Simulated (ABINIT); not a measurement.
# CoSi2 (Fm-3m) in ABINIT: reference runs

Reference runs on CoSi2: the cell as given.

Everything below comes from runs of ABINIT 10.8.3 (patched build). Logs are shortened: lines on timing, memory, paths and dates and some standing lists are left out, and cuts for length are marked. The log counts tension as positive stress, the text compression.

## Step 1: The crystal as given

The structure is cubic, space group Fm-3m (No. 225). Conventional cell: a = 5.356 Å, b = 5.356 Å, c = 5.356 Å, α = 90.00°, β = 90.00°, γ = 90.00°. Co (site symmetry m-3m) has 8 Si at 2.32 Å as nearest neighbours. Si (site symmetry -43m) is surrounded by 4 Co at 2.32 Å.

## Step 2: Single point, PBEsol, collinear spin, ferromagnetic start

The input, run.abi:

```
# Pseudopotentials
pp_dirpath "./"
pseudos "Co.GGA_PBE-JTH.xml, Si.GGA_PBE-JTH.xml"

# Structure
acell 3*1.0
rprim
     0.0000000000     5.0606865617     5.0606865617
     5.0606865617     0.0000000000     5.0606865617
     5.0606865617     5.0606865617     0.0000000000
ntypat 2
znucl 27 14
natom 3
typat 1 2 2
xred
     0.0000000000     0.0000000000     0.0000000000
     0.7500000000     0.7500000000     0.7500000000
     0.2500000000     0.2500000000     0.2500000000

# Plane-wave basis
ecut 26.0
pawecutdg 48.0
pawxcdev 0

# k points
kptopt 1
ngkpt 9 9 9
nshiftk 1
shiftk 0.0 0.0 0.0

# Exchange and correlation
ixc -116133

# Bands and occupations
nband 17
occopt 3
tsmear 0.00183747

# Spin
nsppol 2
spinat
     0.0000000000     0.0000000000     2.0000000000
     0.0000000000     0.0000000000     0.0000000000
     0.0000000000     0.0000000000     0.0000000000

# SCF cycle
nstep 100
tolvrs 1.0e-9

# Output
iomode 3
prtwf 0
prteig 0
prtebands 0
enunit 2
prtden 1
prtvha 1
prtvclmb 1
prtpot 1
```

Potentials or basis: JTH PAW PBE v2.0.

Launch:

```console
> abinit run.abi > log 2>&1
```

run.abo:

```text
.Version 10.8.3 of ABINIT
 Symmetries : space group Fm -3 m (#225); Bravais cF (face-center cubic)
================================================================================
 Values of the parameters that define the memory need of the present run
     intxc =       0    ionmov =       0      iscf =      17    lmnmax =      18
     lnmax =       6     mgfft =      36  mpssoang =       3    mqgrid =    3001
     natom =       3  nloc_mem =       2    nspden =       2   nspinor =       1
    nsppol =       2      nsym =      48    n1xccc =       1    ntypat =       2
    occopt =       3   xclevel =       2
       mpw =        1655          nfft =       46656          nkpt =          35
 PAW method is used; the additional fine FFT grid is defined by:
   mgfftf=        48    nfftf =    110592
================================================================================
================================================================================

--------------------------------------------------------------------------------
------------- Echo of variables that govern the present computation ------------
--------------------------------------------------------------------------------
 -outvars: echo values of preprocessed input variables --------
            acell      1.0000000000E+00  1.0000000000E+00  1.0000000000E+00 Bohr
              amu      5.89332000E+01  2.80855000E+01
             ecut      2.60000000E+01 Hartree
           enunit           2
              ixc     -116133
         kptrlatt        9    0    0      0    9    0      0    0    9
          kptrlen      6.44120241E+01
            natom           3
            nband          17
            ngfft          36      36      36
          ngfftdg          48      48      48
             nkpt          35
           nspden           2
           nsppol           2
            nstep         100
             nsym          48
           ntypat           2
           occopt           3
        pawecutdg      4.80000000E+01 Hartree
         pawxcdev           0
        prtebands           0
           prteig           0
           prtpot           1
         prtvclmb           1
           prtvha           1
            prtwf           0
            rprim      0.0000000000E+00  5.0606865617E+00  5.0606865617E+00
                       5.0606865617E+00  0.0000000000E+00  5.0606865617E+00
                       5.0606865617E+00  5.0606865617E+00  0.0000000000E+00
          spgroup         225
           spinat      0.0000000000E+00  0.0000000000E+00  2.0000000000E+00
                       0.0000000000E+00  0.0000000000E+00  0.0000000000E+00
                       0.0000000000E+00  0.0000000000E+00  0.0000000000E+00
           tolvrs      1.00000000E-09
           tsmear      1.83747000E-03 Hartree
            typat      1  2  2
           useylm           1
           xangst      0.0000000000E+00  0.0000000000E+00  0.0000000000E+00
                       4.0169999972E+00  4.0169999972E+00  4.0169999972E+00
                       1.3389999991E+00  1.3389999991E+00  1.3389999991E+00
            xcart      0.0000000000E+00  0.0000000000E+00  0.0000000000E+00
                       7.5910298426E+00  7.5910298426E+00  7.5910298426E+00
                       2.5303432808E+00  2.5303432808E+00  2.5303432808E+00
             xred      0.0000000000E+00  0.0000000000E+00  0.0000000000E+00
                       7.5000000000E-01  7.5000000000E-01  7.5000000000E-01
                       2.5000000000E-01  2.5000000000E-01  2.5000000000E-01
            znucl       27.00000   14.00000

================================================================================

 chkinp: Checking input parameters for consistency.

================================================================================
== DATASET  1 ==================================================================

--- !DatasetInfo
iteration_state: {dtset: 1, }
dimensions: {natom: 3, nkpt: 35, mband: 17, nsppol: 2, nspinor: 1, nspden: 2, mpw: 1655, }
cutoff_energies: {ecut:  26.0, pawecutdg:  48.0, }
electrons: {nelect:   2.50000000E+01, charge:   0.00000000E+00, occopt:   3.00000000E+00, tsmear:   1.83747000E-03, }
meta: {optdriver: 0, ionmov: 0, optcell: 0, iscf: 17, paral_kgb: 0, }
...

 Real(R)+Recip(G) space primitive vectors, cartesian coordinates (Bohr,Bohr^-1):
 R(1)=  0.0000000  5.0606866  5.0606866  G(1)= -0.0988008  0.0988008  0.0988008
 R(2)=  5.0606866  0.0000000  5.0606866  G(2)=  0.0988008 -0.0988008  0.0988008
 R(3)=  5.0606866  5.0606866  0.0000000  G(3)=  0.0988008  0.0988008 -0.0988008
 Unit cell volume ucvol=  2.5921392E+02 bohr^3
 Angles (23,13,12)=  6.00000000E+01  6.00000000E+01  6.00000000E+01 degrees

 Coarse grid specifications (used for wave-functions):

 getcut: wavevector=  0.0000  0.0000  0.0000  ngfft=  36  36  36
         ecut(hartree)=     26.000   => boxcut(ratio)=   2.19142

 Fine grid specifications (used for densities):

[... 79 lines left out ...]
pressure_GPa:  -4.1701E+00
xred      :
- [  0.0000E+00,   0.0000E+00,   0.0000E+00, Co]
- [  7.5000E-01,   7.5000E-01,   7.5000E-01, Si]
- [  2.5000E-01,   2.5000E-01,   2.5000E-01, Si]
cartesian_forces: # hartree/bohr
- [ -0.00000000E+00,  -0.00000000E+00,  -1.38560190E-31, ]
- [ -4.15680571E-31,   1.03920143E-30,  -1.38560190E-31, ]
- [  4.15680571E-31,  -1.03920143E-30,   2.77120381E-31, ]
force_length_stats: {min:   1.38560190E-31, max:   1.15305058E-30, mean:   8.06469672E-31, }
...

 Integrated electronic and magnetization densities in atomic spheres:
 ------------------------------------------------------------------------------------------------------------
 Radius=ratsph(iatom), smearing ratsm=  0.0000. Diff(up-dn)=approximate z local magnetic moment.
    Atom    Radius    up_density   dn_density  Total(up+dn)  Diff(up-dn)
    1 Co   2.10903     7.953299     7.953299     15.906598     0.000000
    2 Si   1.90945     0.764671     0.764671      1.529342     0.000000
    3 Si   1.90945     0.764671     0.764671      1.529342     0.000000
 ------------------------------------------------------------------------------------------------------------
  Sum:                 9.482641     9.482641     18.965282     0.000000
 Total magnetization (from the atomic spheres):                0.000000
 Total magnetization (exact up - dn):                          0.000000

================================================================================

 ----iterations are completed or convergence reached----

 Mean square residual over all n,k,spin=   14.209E-09; max=  14.950E-06
 reduced coordinates (array xred) for    3 atoms
       0.000000000000      0.000000000000      0.000000000000
       0.750000000000      0.750000000000      0.750000000000
       0.250000000000      0.250000000000      0.250000000000
 rms dE/dt=  2.9750E-30; max dE/dt=  3.1554E-30; dE/dt below (all hartree)
    1       0.000000000000      0.000000000000      0.000000000000
    2      -0.000000000000      0.000000000000     -0.000000000000
    3       0.000000000000     -0.000000000000      0.000000000000

 cartesian coordinates (angstrom) at end:
    1      0.00000000000000     0.00000000000000     0.00000000000000
    2      4.01699999723687     4.01699999723687     4.01699999723687
    3      1.33899999907896     1.33899999907896     1.33899999907896

 cartesian forces (hartree/bohr) at end:
    1     -0.00000000000000    -0.00000000000000    -0.00000000000000
    2     -0.00000000000000     0.00000000000000    -0.00000000000000
    3      0.00000000000000    -0.00000000000000     0.00000000000000
 frms,max,avg= 5.3961441E-31 1.0392014E-30   0.000E+00  0.000E+00  0.000E+00 h/b

 cartesian forces (eV/Angstrom) at end:
    1     -0.00000000000000    -0.00000000000000    -0.00000000000000
    2     -0.00000000000000     0.00000000000000    -0.00000000000000
    3      0.00000000000000    -0.00000000000000     0.00000000000000
 frms,max,avg= 2.7748089E-29 5.3437886E-29   0.000E+00  0.000E+00  0.000E+00 e/A
 length scales=  1.000000000000  1.000000000000  1.000000000000 bohr
              =  0.529177210544  0.529177210544  0.529177210544 angstroms
 Fermi (or HOMO) energy (hartree) =   0.38636   Average Vxc (hartree)=  -0.43186
 Magnetization (Bohr magneton)=  6.94578901E-08
 Total spin up =  1.25000000E+01   Total spin down =  1.25000000E+01
 Eigenvalues (hartree) for nkpt=  35  k points, SPIN UP:
 kpt#   1, nband= 17, wtk=  0.00137, kpt=  0.0000  0.0000  0.0000 (reduced coord)
  -3.08393   -1.74092   -1.74092   -1.74092   -0.09576    0.23714    0.23714    0.23714
   0.31780    0.31780    0.41513    0.51359    0.51359    0.51359    0.51472    0.51472
   0.51472
      occupation numbers for kpt#   1
   1.00000    1.00000    1.00000    1.00000    1.00000    1.00000    1.00000    1.00000
   1.00000    1.00000    0.00000    0.00000    0.00000    0.00000    0.00000    0.00000
   0.00000
 prteigrs : prtvol=0 or 1, do not print more k-points.

 Eigenvalues (hartree) for nkpt=  35  k points, SPIN DOWN:
 kpt#   1, nband= 17, wtk=  0.00137, kpt=  0.0000  0.0000  0.0000 (reduced coord)
  -3.08393   -1.74092   -1.74092   -1.74092   -0.09576    0.23714    0.23714    0.23714
   0.31780    0.31780    0.41513    0.51359    0.51359    0.51359    0.51472    0.51472
   0.51472
      occupation numbers for kpt#   1
   1.00000    1.00000    1.00000    1.00000    1.00000    1.00000    1.00000    1.00000
   1.00000    1.00000    0.00000    0.00000    0.00000    0.00000    0.00000    0.00000
   0.00000
 prteigrs : prtvol=0 or 1, do not print more k-points.

 Fermi (or HOMO) energy (eV) =  10.51331   Average Vxc (eV)= -11.75146
 Eigenvalues (   eV  ) for nkpt=  35  k points, SPIN UP:
 kpt#   1, nband= 17, wtk=  0.00137, kpt=  0.0000  0.0000  0.0000 (reduced coord)
 -83.91813  -47.37275  -47.37275  -47.37275   -2.60571    6.45285    6.45285    6.45285
   8.64791    8.64791   11.29633   13.97557   13.97557   13.97557   14.00619   14.00619
  14.00619
 prteigrs : prtvol=0 or 1, do not print more k-points.

 Eigenvalues (   eV  ) for nkpt=  35  k points, SPIN DOWN:
 kpt#   1, nband= 17, wtk=  0.00137, kpt=  0.0000  0.0000  0.0000 (reduced coord)
 -83.91813  -47.37275  -47.37275  -47.37275   -2.60571    6.45285    6.45285    6.45285
   8.64791    8.64791   11.29633   13.97557   13.97557   13.97557   14.00619   14.00619
  14.00619
 prteigrs : prtvol=0 or 1, do not print more k-points.

--- !EnergyTerms
iteration_state     : {dtset: 1, }
comment             : Components of total free energy in Hartree
kinetic             :  1.52306429368115E+01
hartree             :  5.58753341978942E+01
xc                  : -8.05413068127345E+00
Ewald energy        : -8.52028050406413E+01
psp_core            :  2.37111895058643E+00
local_psp           : -1.63614749721443E+02
PAW spherical_terms :  2.90524768275992E+01
internal            : -1.54342112530466E+02
'-kT*entropy'       : -3.73881829682114E-04
total_energy        : -1.54342486412296E+02
total_energy_eV     : -4.19987301193005E+03
...

--- !EnergyTermsDC
iteration_state     : {dtset: 1, }
comment             : '"Double-counting" decomposition of free energy'
band_energy         : -1.25408560646567E+01
Ewald energy        : -8.52028050406413E+01
psp_core            :  2.37111895058643E+00
xc_dc               : -5.61571561644307E+01
PAW spherical_terms : -2.81241282978907E+00
internal            : -1.54342111148931E+02
'-kT*entropy'       : -3.73881829682114E-04
total_energy_dc     : -1.54342485030761E+02
total_energy_dc_eV  : -4.19987297433658E+03
...

--- !EnergyTermsWithPAWCore
iteration_state     : {dtset: 1, }
comment             : 'Components of total free energy, including PAW core contributions'
Total energy        : -1.97131363703382E+03
Total energy DC     : -1.97131363565229E+03
Total energy (eV)   : -5.36421767892969E+04
Total energy DC (eV): -5.36421767517035E+04
...

 Cartesian components of stress tensor (hartree/bohr^3)
  sigma(1 1)=  1.41740293E-04  sigma(3 2)=  0.00000000E+00
  sigma(2 2)=  1.41740293E-04  sigma(3 1)=  0.00000000E+00
  sigma(3 3)=  1.41740293E-04  sigma(2 1)=  0.00000000E+00

-Cartesian components of stress tensor (GPa)         [Pressure= -4.1701E+00 GPa]
- sigma(1 1)=  4.17014338E+00  sigma(3 2)=  0.00000000E+00
- sigma(2 2)=  4.17014338E+00  sigma(3 1)=  0.00000000E+00
- sigma(3 3)=  4.17014338E+00  sigma(2 1)=  0.00000000E+00

== END DATASET(S) ==============================================================
================================================================================

 -outvars: echo values of variables after computation  --------
            acell      1.0000000000E+00  1.0000000000E+00  1.0000000000E+00 Bohr
           etotal     -1.5434248503E+02
            fcart     -0.0000000000E+00 -0.0000000000E+00 -1.3856019040E-31
                      -4.1568057119E-31  1.0392014280E-30 -1.3856019040E-31
                       4.1568057119E-31 -1.0392014280E-30  2.7712038079E-31
            rprim      0.0000000000E+00  5.0606865617E+00  5.0606865617E+00
                       5.0606865617E+00  0.0000000000E+00  5.0606865617E+00
                       5.0606865617E+00  5.0606865617E+00  0.0000000000E+00
           strten      1.4174029267E-04  1.4174029267E-04  1.4174029267E-04
                       0.0000000000E+00  0.0000000000E+00  0.0000000000E+00
           xangst      0.0000000000E+00  0.0000000000E+00  0.0000000000E+00
                       4.0169999972E+00  4.0169999972E+00  4.0169999972E+00
                       1.3389999991E+00  1.3389999991E+00  1.3389999991E+00
             xred      0.0000000000E+00  0.0000000000E+00  0.0000000000E+00
                       7.5000000000E-01  7.5000000000E-01  7.5000000000E-01
                       2.5000000000E-01  2.5000000000E-01  2.5000000000E-01
 Calculation completed.
```

Run time: 7 min. Hardware: 1 thread of Arm Neoverse V2, shared host; peak memory 0.21 GiB.

Results:

* Free energy: -4199.8730 eV
* Pressure: -4.2 GPa
* Band gap on the k mesh: none (metal or under the smearing width)
* Net moment: 0.00 μB per cell
* Valence electrons inside the program's atomic spheres: Co 15.91; Si 1.53

Levels at points of the mesh, in eV from the Fermi level:
Spin up:
```tsv
k point	band 10	band 11	band 12	band 13	band 14	band 15	band 16	band 17
(0.00, 0.00, 0.00)	-1.87	0.78	3.46	3.46	3.46	3.49	3.49	3.49
```
Spin down:
```csv
k point,band 9,band 10,band 11,band 12,band 13,band 14,band 15,band 16,band 17
"(0.00, 0.00, 0.00)",-1.87,-1.87,0.78,3.46,3.46,3.46,3.49,3.49,3.49
```

Caveat: the starting moments collapsed, and a magnetic state may lie lower; the PAW data sets were made with another functional, which shifts forces and pressure a little.
